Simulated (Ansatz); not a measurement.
Crystal: MoS2.

```
Mo S
1.0
     3.16900    0.00000    0.00000
    -1.58450    2.74443    0.00000
     0.00000    0.00000   12.32400
Mo S
2 4
Cartesian
  1.5845 0.9148 9.2430
  0.0000 1.8296 3.0810
  1.5845 0.9148 4.6461
  0.0000 1.8296 10.8081
  1.5845 0.9148 1.5159
  0.0000 1.8296 7.6779
```

Base run:

```yaml
Program: Ansatz 0.2.0
Functional: PBEsol
Potentials_or_basis: Ansatz PAW
Cutoff: "420 eV (not typed: the program's choice for these potentials)"
k_mesh: 10 × 10 × 3
Occupations: fermi-dirac, width 0.05 eV
Spin: no spin polarisation
```

Its results: band gap on the k mesh 0.88 eV, indirect (least direct gap 1.87 eV).

The run is repeated on the same cell with these changes: k mesh from 10 × 10 × 3 to 8 × 8 × 2; occupations from fermi-dirac, width 0.05 eV to fixed. What comes out?

Band gap on the k mesh 0.94 eV, indirect (least direct gap 1.93 eV).

A k mesh can miss the band edges.
